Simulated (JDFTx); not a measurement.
# BP (F-43m) in JDFTx: equation of state

How stiff is BP in PBEsol, and what volume does it want? The cell is scaled to several volumes.

Everything below comes from runs of JDFTx 1.7.0 (patched build). Logs are shortened: lines on timing, memory, paths and dates and some standing lists are left out, and cuts for length are marked. The log counts tension as positive stress, the text compression.

**Experimental background.**

“Equation of state of single-crystal cubic boron phosphide”, 2014, arxiv:1407.1677 reports, for a bulk crystal of BP at 300 K: bulk modulus 179 ± 1 GPa.

The runs below are set against these values where they give the same quantity.

## 1. The crystal as given

The structure is cubic, space group F-43m (No. 216). Conventional cell: a = 4.538 Å, b = 4.538 Å, c = 4.538 Å, α = 90.00°, β = 90.00°, γ = 90.00°. Around P (site symmetry -43m) lie 4 B at 1.97 Å. B (site symmetry -43m) has 4 P at 1.97 Å as nearest neighbours.

## 2. Equation of state, PBEsol, 10.98 Å³/atom (volume scaled by 0.94)

Input file BP.in:

```
lattice \
    0.0000000000     4.2002581270     4.2002581270 \
    4.2002581270     0.0000000000     4.2002581270 \
    4.2002581270     4.2002581270     0.0000000000
coords-type Lattice
ion P      0.7500000000     0.7500000000     0.7500000000 1
ion B      0.0000000000     0.0000000000     0.0000000000 1

ion-species pseudo/P.upf
ion-species pseudo/B.upf
elec-cutoff 38 304
elec-ex-corr gga-PBEsol
kpoint-folding 10 10 10
elec-smearing Fermi 0.0018374661
elec-n-bands 9
electronic-SCF nIterations 100 energyDiffThreshold 1e-09
electronic-minimize nIterations 30 energyDiffThreshold 1e-7
forces-output-coords Cartesian

dump-name run.$VAR
dump End Ecomponents EigStats BandEigs Kpoints Forces Stress
```

Potentials or basis: PseudoDojo-SR-PBEsol-0.4.1-standard with smoothed tails.

Command:

```bash
jdftx -c 1 -i BP.in -o BP.out
```

Standard output:

```text
*************** JDFTx 1.7.0 (patched build) ***************

Input parsed successfully to the following command list (including defaults):
[... the input with its defaults ...]

---------- Setting up symmetries ----------

Found 48 point-group symmetries of the bravais lattice
Found 24 space-group symmetries with basis
Applied RMS atom displacement 0 bohrs to make symmetries exact.

---------- Initializing the Grid ----------
R =
[            0      4.20026      4.20026  ]
[      4.20026            0      4.20026  ]
[      4.20026      4.20026            0  ]
unit cell volume = 148.203
G =
[  -0.747952   0.747952   0.747952  ]
[   0.747952  -0.747952   0.747952  ]
[   0.747952   0.747952  -0.747952  ]
Minimum fftbox size, Smin = [  48  48  48  ]
Chosen fftbox size, S = [  48  48  48  ]

---------- Initializing tighter grid for wavefunction operations ----------
R =
[            0      4.20026      4.20026  ]
[      4.20026            0      4.20026  ]
[      4.20026      4.20026            0  ]
unit cell volume = 148.203
G =
[  -0.747952   0.747952   0.747952  ]
[   0.747952  -0.747952   0.747952  ]
[   0.747952   0.747952  -0.747952  ]
Minimum fftbox size, Smin = [  36  36  36  ]
Chosen fftbox size, S = [  36  36  36  ]

---------- Exchange Correlation functional ----------
Initalized PBEsol GGA exchange.
Initalized PBEsol GGA correlation.

---------- Setting up pseudopotentials ----------
Width of ionic core gaussian charges (only for fluid interactions / plotting) set to 0

Reading pseudopotential file 'pseudo/P.upf':
  'P' pseudopotential, 'PBESOL' functional
  Generated using ONCVPSP code by D. R. Hamann
  5 valence electrons, 2 orbitals, 6 projectors, 1001 radial grid points, with lMax = 2
    3S    l: 0   occupation:  2.0   eigenvalue: -0.511448
    3P    l: 1   occupation:  3.0   eigenvalue: -0.201377
  Core radius for overlap checks: 1.66 bohrs.

Reading pseudopotential file 'pseudo/B.upf':
  'B' pseudopotential, 'PBESOL' functional
  Generated using ONCVPSP code by D. R. Hamann
  3 valence electrons, 2 orbitals, 4 projectors, 1001 radial grid points, with lMax = 1
    2S    l: 0   occupation:  2.0   eigenvalue: -0.344017
    2P    l: 1   occupation:  1.0   eigenvalue: -0.130657
  Core radius for overlap checks: 1.18 bohrs.

Initialized 2 species with 2 total atoms.

Folded 1 k-points by 10x10x10 to 1000 k-points.

---------- Setting up k-points, bands, fillings ----------
Adding inversion symmetry to k-mesh for non-inversion-symmetric unit cell.
Reduced to 47 k-points under symmetry.
Computing the number of bands and number of electrons
Calculating initial fillings.
nElectrons:   8.000000   nBands: 9   nStates: 47

----- Setting up reduced wavefunction bases (one per k-point) -----
average nbasis = 1658.361 , ideal nbasis = 1658.163

---------- Setting up ewald sum ----------
Optimum gaussian width for ewald sums = 1.907685 bohr.
Real space sum over 1331 unit cells with max indices [  5  5  5  ]
Reciprocal space sum over 2197 terms with max indices [  6  6  6  ]

---------- Allocating electronic variables ----------
Initializing wave functions:  linear combination of atomic orbitals
Note: number of bands (9) exceeds available atomic orbitals (8)
P pseudo-atom occupations:   s ( 2 )  p ( 3 )
B pseudo-atom occupations:   s ( 2 )  p ( 1 )
	FillingsUpdate:  mu: +0.434666610  nElectrons: 8.000000
LCAOMinimize: Iter:   0  F: -9.4012020777040455  |grad|_K:  4.345e-03  alpha:  1.000e+00
	FillingsUpdate:  mu: +0.430575675  nElectrons: 8.000000
LCAOMinimize: Iter:   1  F: -9.4176198123787458  |grad|_K:  1.965e-04  alpha:  4.728e-01  linmin:  3.960e-01  cgtest: -5.291e-01
	FillingsUpdate:  mu: +0.430212878  nElectrons: 8.000000
[... 5 lines of inner loops ...]
LCAOMinimize: Iter:   4  F: -9.4176767039245082  |grad|_K:  4.566e-08  alpha:  9.378e-01  linmin: -1.261e-03  cgtest:  1.090e-03
	FillingsUpdate:  mu: +0.430401383  nElectrons: 8.000000
LCAOMinimize: Iter:   5  F: -9.4176767039266309  |grad|_K:  8.819e-09  alpha:  5.049e-01  linmin:  3.274e-02  cgtest: -6.174e-02
LCAOMinimize: Converged (|Delta F|<1.000000e-06 for 2 iters).

-------- Electronic minimization -----------
Will mix electronic density at each iteration.
	FillingsUpdate:  mu: +0.430401383  nElectrons: 8.000000
	FillingsUpdate:  mu: +0.379992145  nElectrons: 8.000000
SCF: Cycle:  0   F: -9.486632283553753   dF: -6.896e-02   |Residual|: 6.519e-02   |deigs|: 1.731e-01
	FillingsUpdate:  mu: +0.383372632  nElectrons: 8.000000
SCF: Cycle:  1   F: -9.488635686882784   dF: -2.003e-03   |Residual|: 3.572e-02   |deigs|: 1.245e-02
	FillingsUpdate:  mu: +0.388165417  nElectrons: 8.000000
SCF: Cycle:  2   F: -9.488966339221667   dF: -3.307e-04   |Residual|: 3.187e-03   |deigs|: 5.013e-03
	FillingsUpdate:  mu: +0.388340565  nElectrons: 8.000000
SCF: Cycle:  3   F: -9.488972924922004   dF: -6.586e-06   |Residual|: 1.638e-03   |deigs|: 8.241e-04
	FillingsUpdate:  mu: +0.388538910  nElectrons: 8.000000
SCF: Cycle:  4   F: -9.488973906560116   dF: -9.816e-07   |Residual|: 4.245e-04   |deigs|: 2.955e-04
	FillingsUpdate:  mu: +0.388542369  nElectrons: 8.000000
SCF: Cycle:  5   F: -9.488974312465379   dF: -4.059e-07   |Residual|: 1.341e-04   |deigs|: 2.056e-04
	FillingsUpdate:  mu: +0.388533117  nElectrons: 8.000000
SCF: Cycle:  6   F: -9.488974398119019   dF: -8.565e-08   |Residual|: 3.470e-05   |deigs|: 1.616e-04
	FillingsUpdate:  mu: +0.388539628  nElectrons: 8.000000
SCF: Cycle:  7   F: -9.488974432565689   dF: -3.445e-08   |Residual|: 1.700e-05   |deigs|: 1.438e-04
	FillingsUpdate:  mu: +0.388539477  nElectrons: 8.000000
SCF: Cycle:  8   F: -9.488974442042805   dF: -9.477e-09   |Residual|: 6.114e-06   |deigs|: 1.167e-04
	FillingsUpdate:  mu: +0.388539405  nElectrons: 8.000000
SCF: Cycle:  9   F: -9.488974446608836   dF: -4.566e-09   |Residual|: 3.193e-06   |deigs|: 1.925e-04
	FillingsUpdate:  mu: +0.388539130  nElectrons: 8.000000
SCF: Cycle: 10   F: -9.488974447794014   dF: -1.185e-09   |Residual|: 2.382e-06   |deigs|: 1.133e-04
	FillingsUpdate:  mu: +0.388539184  nElectrons: 8.000000
SCF: Cycle: 11   F: -9.488974448492337   dF: -6.983e-10   |Residual|: 1.672e-06   |deigs|: 2.936e-04
	FillingsUpdate:  mu: +0.388539156  nElectrons: 8.000000
SCF: Cycle: 12   F: -9.488974448638146   dF: -1.458e-10   |Residual|: 7.642e-07   |deigs|: 2.042e-04
SCF: Converged (|Delta E|<1.000000e-09 for 2 iters).

Setting wave functions to eigenvectors of Hamiltonian

# Stress tensor in Cartesian coordinates [Eh/a0^3]:
[ -0.000317496            0            0  ]
[            0 -0.000317496            0  ]
[            0            0 -0.000317496  ]

# Ionic positions in lattice coordinates:
ion P   0.750000000000000   0.750000000000000   0.750000000000000 1
ion B   0.000000000000000   0.000000000000000   0.000000000000000 1

# Forces in Cartesian coordinates:
force P   0.000000000000000  -0.000000000000000   0.000000000000000 1
force B  -0.000000000000000  -0.000000000000000   0.000000000000000 1

# Energy components:
   Eewald =      -10.7102578091570990
       EH =        0.5912951190067391
     Eloc =       -2.2632877010455807
      Enl =        1.0837239824408611
      Exc =       -3.3433875796093360
 Exc_core =        0.4000207379433797
       KE =        4.7529188120181498
-------------------------------------
     Etot =       -9.4889744384028880
       TS =        0.0000000102352586
-------------------------------------
        F =       -9.4889744486381460

IonicMinimize: Iter:   0  F: -9.488974448638146  |grad|_K:        nan
IonicMinimize: None of the convergence criteria satisfied after 0 iterations.

#--- Lowdin population analysis ---
# oxidation-state P +0.765
# oxidation-state B -0.707

Dumping 'run.eigStats' ...
	eMin: -0.220275 at state 0 ( [ +0.000000 +0.000000 +0.000000 ] spin 0 )
	HOMO: +0.369856 at state 0 ( [ +0.000000 +0.000000 +0.000000 ] spin 0 )
	mu  : +0.388539
	LUMO: +0.408734 at state 27 ( [ +0.000000 +0.400000 +0.400000 ] spin 0 )
	eMax: +0.954109 at state 30 ( [ +0.000000 +0.500000 +0.500000 ] spin 0 )
	HOMO-LUMO gap: +0.038879
	Optical gap  : +0.127164 at state 0 ( [ +0.000000 +0.000000 +0.000000 ] spin 0 )
Done!
[note: mu as printed may lie anywhere between the filled and the empty levels]
```

Wall time 43 s (1 thread of Arm Neoverse V1, shared host); peak memory 0.08 GiB.

Results:

```yaml
Free_energy: -258.2081 eV
Pressure: 9.3 GPa
Band_gap_on_the_k_mesh: 1.06 eV, indirect (least direct gap 3.46 eV)
Loewdin_charges: P +0.77; B -0.71 e
```

## 3. Equation of state, PBEsol, 11.21 Å³/atom (volume scaled by 0.96)

Changes to BP.in since step 2:

```diff
@@ -1,5 +1,5 @@
 lattice \
-    0.0000000000     4.2002581270     4.2002581270 \
-    4.2002581270     0.0000000000     4.2002581270 \
-    4.2002581270     4.2002581270     0.0000000000
+    0.0000000000     4.2298383842     4.2298383842 \
+    4.2298383842     0.0000000000     4.2298383842 \
+    4.2298383842     4.2298383842     0.0000000000
 coords-type Lattice
```

Potentials or basis: PseudoDojo-SR-PBEsol-0.4.1-standard with smoothed tails.

Command:

```bash
jdftx -c 1 -i BP.in -o BP.out
```

Run time: 44 s. Hardware: 1 thread of Arm Neoverse V1, shared host; peak memory 0.08 GiB.

It converged, with:

- Free energy: -258.2294 eV
- Pressure: 5.2 GPa
- Band gap on the k mesh: 1.09 eV, indirect (least direct gap 3.42 eV)
- Loewdin charges: P +0.75; B -0.69 e

## 4. Equation of state, PBEsol, 11.45 Å³/atom (volume scaled by 0.98)

Changes to BP.in since step 3:

```diff
@@ -1,5 +1,5 @@
 lattice \
-    0.0000000000     4.2298383842     4.2298383842 \
-    4.2298383842     0.0000000000     4.2298383842 \
-    4.2298383842     4.2298383842     0.0000000000
+    0.0000000000     4.2590106051     4.2590106051 \
+    4.2590106051     0.0000000000     4.2590106051 \
+    4.2590106051     4.2590106051     0.0000000000
 coords-type Lattice
```

Command:

```bash
jdftx -c 1 -i BP.in -o BP.out
```

Wall time 44 s (1 thread of Arm Neoverse V1, shared host); peak memory 0.08 GiB.

It converged, with:

- Free energy: -258.2391 eV
- Pressure: 1.5 GPa
- Band gap on the k mesh: 1.11 eV, indirect (least direct gap 3.39 eV)
- Loewdin charges: P +0.73; B -0.67 e

## 5. Equation of state, PBEsol, 11.68 Å³/atom

Changes to BP.in since step 4:

```diff
@@ -1,5 +1,5 @@
 lattice \
-    0.0000000000     4.2590106051     4.2590106051 \
-    4.2590106051     0.0000000000     4.2590106051 \
-    4.2590106051     4.2590106051     0.0000000000
+    0.0000000000     4.2877885768     4.2877885768 \
+    4.2877885768     0.0000000000     4.2877885768 \
+    4.2877885768     4.2877885768     0.0000000000
 coords-type Lattice
```

Command:

```bash
jdftx -c 1 -i BP.in -o BP.out
```

It took 44 s on 1 thread of Arm Neoverse V1, shared host; peak memory 0.08 GiB.

It converged, with:

| Item | Value |
| --- | --- |
| Free energy | -258.2385 eV |
| Pressure | -1.9 GPa |
| Band gap on the k mesh | 1.14 eV, indirect (least direct gap 3.36 eV) |
| Loewdin charges | P +0.71; B -0.66 e |

## 6. Equation of state, PBEsol, 11.92 Å³/atom (volume scaled by 1.02)

Changes to BP.in since step 5:

```diff
@@ -1,5 +1,5 @@
 lattice \
-    0.0000000000     4.2877885768     4.2877885768 \
-    4.2877885768     0.0000000000     4.2877885768 \
-    4.2877885768     4.2877885768     0.0000000000
+    0.0000000000     4.3161853552     4.3161853552 \
+    4.3161853552     0.0000000000     4.3161853552 \
+    4.3161853552     4.3161853552     0.0000000000
 coords-type Lattice
```

Potentials or basis: PseudoDojo-SR-PBEsol-0.4.1-standard with smoothed tails.

Command:

```bash
jdftx -c 1 -i BP.in -o BP.out
```

Wall time 45 s (1 thread of Arm Neoverse V1, shared host); peak memory 0.08 GiB.

It converged, with:

```
Free energy            : -258.2285 eV
Pressure               : -5.0 GPa
Band gap on the k mesh : 1.16 eV, indirect (least direct gap 3.33 eV)
Loewdin charges        : P +0.70; B -0.64 e
```

## 7. Equation of state, PBEsol, 12.15 Å³/atom (volume scaled by 1.04)

Changes to BP.in since step 6:

```diff
@@ -1,5 +1,5 @@
 lattice \
-    0.0000000000     4.3161853552     4.3161853552 \
-    4.3161853552     0.0000000000     4.3161853552 \
-    4.3161853552     4.3161853552     0.0000000000
+    0.0000000000     4.3442133182     4.3442133182 \
+    4.3442133182     0.0000000000     4.3442133182 \
+    4.3442133182     4.3442133182     0.0000000000
 coords-type Lattice
```

Command:

```bash
jdftx -c 1 -i BP.in -o BP.out
```

Wall time 47 s (1 thread of Arm Neoverse V1, shared host); peak memory 0.09 GiB.

The run converged. Its results:

```
Free energy            : -258.2098 eV
Pressure               : -7.8 GPa
Band gap on the k mesh : 1.19 eV, indirect (least direct gap 3.30 eV)
Loewdin charges        : P +0.68; B -0.63 e
```

## 8. Equation of state, PBEsol, 12.38 Å³/atom (volume scaled by 1.06)

Changes to BP.in since step 7:

```diff
@@ -1,5 +1,5 @@
 lattice \
-    0.0000000000     4.3442133182     4.3442133182 \
-    4.3442133182     0.0000000000     4.3442133182 \
-    4.3442133182     4.3442133182     0.0000000000
+    0.0000000000     4.3718842128     4.3718842128 \
+    4.3718842128     0.0000000000     4.3718842128 \
+    4.3718842128     4.3718842128     0.0000000000
 coords-type Lattice
```

Command:

```bash
jdftx -c 1 -i BP.in -o BP.out
```

Run time: 47 s. Hardware: 1 thread of Arm Neoverse V1, shared host; peak memory 0.09 GiB.

It converged, with:

```
Free energy            : -258.1834 eV
Pressure               : -10.3 GPa
Band gap on the k mesh : 1.21 eV, indirect (least direct gap 3.28 eV)
Loewdin charges        : P +0.67; B -0.61 e
```

## 9. Equation of state, PBEsol

Potentials or basis: PseudoDojo-SR-PBEsol-0.4.1-standard with smoothed tails.

No new run: the results of the series are fitted here.

Results:

| Item | Value |
| --- | --- |
| Equilibrium volume | 11.55 Å³/atom |
| Bulk modulus | 169 GPa |
| Pressure derivative of the bulk modulus | 3.8 |

Energy against volume, from the lowest point:
| volume (Å³/atom) | energy (meV/atom) |
| --- | --- |
| 10.981 | 15.50 |
| 11.214 | 4.89 |
| 11.448 | 0.00 |
| 11.682 | 0.31 |
| 11.915 | 5.34 |
| 12.149 | 14.65 |
| 12.383 | 27.86 |

## 10. Comparison with measurements

Step 9. Measured bulk modulus of BP: 179 GPa (300 K; “Equation of state of single-crystal cubic boron phosphide”, 2014, arxiv:1407.1677). This calculation gives 169 GPa (-5.7 %). 3 values of this kind are on record (173 to 179 GPa); this one was drawn at random among those near their median, those with a stated uncertainty first. The fit is for a static lattice scaled at fixed shape and fixed fractional positions.
